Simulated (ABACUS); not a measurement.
# Zn (P6_3/mmc) in ABACUS: reference runs

Aim: a first look at Zn with PBEsol, on the cell as given and on a disturbed one.

Program: ABACUS 3.10.1. These are calculated values, not measurements. Logs are shortened: lines on timing, memory, paths and dates and some standing lists are left out, and cuts for length are marked.

## 1. The structure

Symmetry: P6_3/mmc, No. 194, hexagonal system. The conventional cell has a = 2.670 Å, b = 2.670 Å, c = 4.966 Å, α = 90.00°, β = 90.00°, γ = 120.00°. Zn (site symmetry -6m2) is surrounded by 12 Zn at 2.67 to 2.92 Å.

## 2. Single point, PBEsol

INPUT

```
INPUT_PARAMETERS
suffix              Zn
calculation         scf
basis_type          pw
pseudo_dir          ./
symmetry            1
dft_functional      pbesol
ecutwfc             84
pseudo_rcut         7
nspin               1
nbands              24
ks_solver           dav
smearing_method     fd
smearing_sigma      0.00367493
scf_thr             1e-08
scf_nmax            100
mixing_type         broyden
mixing_beta         0.7
cal_force           1
cal_stress          1
kpar                4
```

STRU

```
ATOMIC_SPECIES
Zn 65.3800 Zn.upf

LATTICE_CONSTANT
1.8897261246

LATTICE_VECTORS
2.6700000000 0.0000000000 0.0000000000
-1.3350000000 2.3122878281 0.0000000000
0.0000000000 0.0000000000 4.9660000000

ATOMIC_POSITIONS
Direct

Zn
0.0
2
0.6666666667 0.3333333333 0.7500000000 1 1 1
0.3333333333 0.6666666667 0.2500000000 1 1 1
```

KPT

```
K_POINTS
0
Gamma
11 11 6 0 0 0
```

Potentials or basis: PseudoDojo NC SR 0.4.1 PBEsol standard, plane waves.

Launch:

```console
$ OMP_NUM_THREADS=1 mpirun -np 4 abacus > log
```

running log:

```text
ABACUS v3.10.1

               Atomic-orbital Based Ab-initio Computation at UStc

 ------------------------------------------------------------------------------------

 READING GENERAL INFORMATION
                           global_out_dir = OUT.Zn/
                           global_in_card = INPUT
                               pseudo_dir = ./
                              orbital_dir =
                                    DSIZE = 4
                                    GSIZE = 1

 READING UNITCELL INFORMATION
                                    ntype = 1
                  lattice constant (Bohr) = 1.88973
              lattice constant (Angstrom) = 1

 READING ATOM TYPE 1
                               atom label = Zn
                      L=0, number of zeta = 1
                      L=1, number of zeta = 1
                      L=2, number of zeta = 1
             number of atom for this type = 2

                        TOTAL ATOM NUMBER = 2
DIRECT COORDINATES
    atom                   x                   y                   z     mag                  vx                  vy                  vz
taud_Zn1            0.6666666667        0.3333333333        0.7500000000  0.0000        0.0000000000        0.0000000000        0.0000000000
taud_Zn2            0.3333333333        0.6666666667        0.2500000000  0.0000        0.0000000000        0.0000000000        0.0000000000

                          Volume (Bohr^3) = 206.898
                             Volume (A^3) = 30.6591

 Lattice vectors: (Cartesian coordinate: in unit of a_0)
                +2.67                  +0                  +0
               -1.335            +2.31229                  +0
                   +0                  +0              +4.966
 Reciprocal vectors: (Cartesian coordinate: in unit of 2 pi/a_0)
            +0.374532           +0.216236                  -0
                   -0           +0.432472                  -0
                   +0                  -0           +0.201369
 The esolver type has been set to : ksdft_pw

                PAO radial cut off (Bohr) = 7

 Read in pseudopotential file is Zn.upf
                     pseudopotential type = NC
          exchange-correlation functional = PBESOL
                 nonlocal core correction = 1
                        valence electrons = 20
                                     lmax = 2
                           number of zeta = 4
                     number of projectors = 6
                           L of projector = 0
                           L of projector = 0
                           L of projector = 1
                           L of projector = 1
                           L of projector = 2
                           L of projector = 2
     initial pseudo atomic orbital number = 20

 SETUP THE ELECTRONS NUMBER
            electron number of element Zn = 20
      total electron number of element Zn = 40
            AUTOSET number of electrons:  = 40
                           occupied bands = 20
                                   NBANDS = 24
                                   NLOCAL = 18

[... 157 lines left out ...]
 projector 2 L=0
 projector 3 L=1
 projector 4 L=1
 projector 5 L=2
 projector 6 L=2
      TOTAL NUMBER OF NONLOCAL PROJECTORS = 36

 Init Non-Local PseudoPotential table :
 Init Non-Local-Pseudopotential done.

                                     npwx = 2717

 Make real space PAO into reciprocal space.
       max mesh points in Pseudopotential = 701
     dq(describe PAO in reciprocal space) = 0.01
                                    max q = 1104

 number of pseudo atomic orbitals for Zn is 4
WARNING: norm of atomic wavefunction # 3 of atomic type Zn is 0.999997, renormalized
WARNING: norm of atomic wavefunction # 4 of atomic type Zn is 0.998493, renormalized

 -------------------------------------------
 SELF-CONSISTENT
 -------------------------------------------
                                 init_chg = atomic

 PW ALGORITHM --------------- ION=   1  ELEC=   1--------------------------------
 Notice: Threshold on eigenvalues was too large.
 hsover_error=0.4 > DRHO=0.0574679
 Origin diag ethr = 0.01
 New diag ethr = 0.00014367

 Density error is 0.0598467971437
                          Error Threshold = 0.000143669864962
----------------------------------------------------------
     Energy           Rydberg                 eV
----------------------------------------------------------
 E_KohnSham     -835.6416337546      -11369.4877050913
 E_Harris       -842.5989356760      -11464.1466539288
 E_Fermi        1.0842451782         14.7519124530
----------------------------------------------------------
[... 51 lines left out ...]
 Density error is 6.05945153323e-09
                          Error Threshold = 5.49253356713e-09
----------------------------------------------------------
     Energy           Rydberg                 eV
----------------------------------------------------------
 E_KohnSham     -835.6625678857      -11369.7725285569
 E_KS(sigma->0) -835.6623959344      -11369.7701890397
 E_Harris       -835.6619300383      -11369.7638501981
 E_band         -77.2519417415       -1051.0665892481
 E_one_elec     -535.0810732793      -7280.1514885544
 E_Hartree      279.2049770597       3798.7785979710
 E_xc           -88.9177504991       -1209.7880601303
 E_Ewald        -490.8683772643      -6678.6068988086
 E_entropy(-TS) -0.0003439026        -0.0046790346
 E_descf        0.0000000000         0.0000000000
 E_exx          0.0000000000         0.0000000000
 E_Fermi        1.0659486601         14.5029755527
----------------------------------------------------------

 charge density convergence is achieved
 final etot is -11369.772529 eV
 EFERMI = 14.502975553 eV

 STATE ENERGY(eV) AND OCCUPATIONS    NSPIN == 1
 1/16 kpoint (Cartesian) = 0.0000 0.0000 0.0000 (2697 pws)
       1       -111.563     0.00275482
       2       -111.562     0.00275482
       3       -65.8714     0.00275482
       4       -65.8596     0.00275482
       5       -65.8556     0.00275482
       6       -65.8556     0.00275482
[... 146 lines left out ...]
      23        19.4631    1.36616e-45
      24        20.9516    1.60762e-58

[... levels at 10 further k points ...]

------------------------------------------------------------------------------------------
 TOTAL-FORCE (eV/Angstrom)
------------------------------------------------------------------------------------------
                       Zn1         0.0000000000         0.0000000000         0.0000000000
                       Zn2         0.0000000000         0.0000000000         0.0000000000
------------------------------------------------------------------------------------------

----------------------------------------------------------------
 TOTAL-STRESS (KBAR)
----------------------------------------------------------------
       -57.3433032311         0.0000000000        -0.0000000000
        -0.0000000000       -57.3433032313         0.0000000000
        -0.0000000000         0.0000000000       -56.4262275402
----------------------------------------------------------------
 TOTAL-PRESSURE: -57.037611 KBAR

 --------------------------------------------
 !FINAL_ETOT_IS -11369.7725285569304106 eV
 --------------------------------------------
```

stdout:

```text
ABACUS v3.10.1

               Atomic-orbital Based Ab-initio Computation at UStc

%%%%%%%%%%%%%%%%%%%%%%%%%%%%%%%%%%%%%%%%%%%%%%%%%%%%%%%%%%%%%%%%%%%%%%%%%%%%%%%%%%%%%%%%%%%%%%%%%%%%%%%%%
 Warning: the number of valence electrons in pseudopotential > 12 for Zn: [Ar] 3d10 4s2
[... 31 lines left out ...]
 TOTAL-STRESS (KBAR)
----------------------------------------------------------------
       -57.3433032311         0.0000000000        -0.0000000000
        -0.0000000000       -57.3433032313         0.0000000000
        -0.0000000000         0.0000000000       -56.4262275402
----------------------------------------------------------------
 TOTAL-PRESSURE: -57.037611 KBAR
```

It took 26 s on 4 MPI ranks of Intel Xeon Platinum 8259CL at 2.50GHz (Skylake/Cascade Lake), shared host; peak memory 0.36 GiB.

What came out:

- Free energy: -11369.7725 eV
- Pressure: -5.7 GPa
- Band gap on the k mesh: none (metal or under the smearing width)

Levels at points of the mesh, in eV from the Fermi level:
| k point | band 18 | band 19 | band 20 | band 21 | band 22 |
| --- | --- | --- | --- | --- | --- |
| (0.00, 0.00, 0.00) | -6.84 | -6.84 | -3.49 | -2.91 | 13.53 |
| (0.00, 0.00, 0.50) | -6.93 | -6.93 | -6.93 | 4.64 | 4.64 |

## 3. Single point, PBEsol (atoms moved at random, drawn with an rms of 0.05 Å)

INPUT is that of step 2.

Changes to STRU since step 2:

```diff
@@ -17,3 +17,3 @@
 2
-0.6666666667 0.3333333333 0.7500000000 1 1 1
-0.3333333333 0.6666666667 0.2500000000 1 1 1
+0.6654170000 0.3197430000 0.7489310000 1 1 1
+0.3225700000 0.6801310000 0.2510750000 1 1 1
```

KPT is that of step 2.

Potentials or basis: PseudoDojo NC SR 0.4.1 PBEsol standard, plane waves.

Launch:

```console
$ OMP_NUM_THREADS=1 mpirun -np 4 abacus > log
```

running log:

```text
ABACUS v3.10.1

               Atomic-orbital Based Ab-initio Computation at UStc

 ------------------------------------------------------------------------------------

 READING GENERAL INFORMATION
                           global_out_dir = OUT.Zn/
                           global_in_card = INPUT
                               pseudo_dir = ./
                              orbital_dir =
                                    DSIZE = 4
                                    GSIZE = 1

 READING UNITCELL INFORMATION
                                    ntype = 1
                  lattice constant (Bohr) = 1.88973
              lattice constant (Angstrom) = 1

 READING ATOM TYPE 1
                               atom label = Zn
                      L=0, number of zeta = 1
                      L=1, number of zeta = 1
[... 314 lines left out ...]
       1       -111.563     0.00275482
       2       -111.562     0.00275482
       3       -65.8718     0.00275482
       4       -65.8599     0.00275482
       5       -65.8561     0.00275482
       6       -65.8556     0.00275482
[... 146 lines left out ...]
      23        19.4440    6.71469e-46
      24        20.9118    1.19761e-58

[... levels at 85 further k points ...]

------------------------------------------------------------------------------------------
 TOTAL-FORCE (eV/Angstrom)
------------------------------------------------------------------------------------------
                       Zn1        -0.0261669367         0.0306762564         0.0272339781
                       Zn2         0.0261669367        -0.0306762564        -0.0272339781
------------------------------------------------------------------------------------------

----------------------------------------------------------------
 TOTAL-STRESS (KBAR)
----------------------------------------------------------------
       -56.2653645314        -0.7841772693        -0.1007117061
        -0.7841772693       -57.8213780478         0.1179498247
        -0.1007117061         0.1179498247       -55.6127734336
----------------------------------------------------------------
 TOTAL-PRESSURE: -56.566505 KBAR

 --------------------------------------------
 !FINAL_ETOT_IS -11369.7705990687154554 eV
 --------------------------------------------
```

stdout:

```text
ABACUS v3.10.1

               Atomic-orbital Based Ab-initio Computation at UStc

%%%%%%%%%%%%%%%%%%%%%%%%%%%%%%%%%%%%%%%%%%%%%%%%%%%%%%%%%%%%%%%%%%%%%%%%%%%%%%%%%%%%%%%%%%%%%%%%%%%%%%%%%
 Warning: the number of valence electrons in pseudopotential > 12 for Zn: [Ar] 3d10 4s2
[... 31 lines left out ...]
 TOTAL-STRESS (KBAR)
----------------------------------------------------------------
       -56.2653645314        -0.7841772693        -0.1007117061
        -0.7841772693       -57.8213780478         0.1179498247
        -0.1007117061         0.1179498247       -55.6127734336
----------------------------------------------------------------
 TOTAL-PRESSURE: -56.566505 KBAR
```

Wall time 2.4 min (4 MPI ranks of Intel Xeon Platinum 8259CL at 2.50GHz (Skylake/Cascade Lake), shared host); peak memory 0.68 GiB.

Results:

```
Free energy            : -11369.7706 eV
Pressure               : -5.7 GPa
Largest force          : 0.049 eV/Å
Band gap on the k mesh : none (metal or under the smearing width)
```

Forces in eV/Å, atoms in the order of the input:
```
Zn  -0.026  0.031  0.027
Zn   0.026 -0.031 -0.027
```

Levels at points of the mesh, in eV from the Fermi level:
| k point | band 17 | band 18 | band 19 | band 20 | band 21 | band 22 |
| --- | --- | --- | --- | --- | --- | --- |
| (0.00, 0.00, 0.00) | -7.02 | -6.86 | -6.82 | -3.49 | -2.91 | 13.53 |
| (0.00, 0.00, 0.50) | -6.93 | -6.93 | -6.93 | -6.92 | 4.61 | 4.68 |
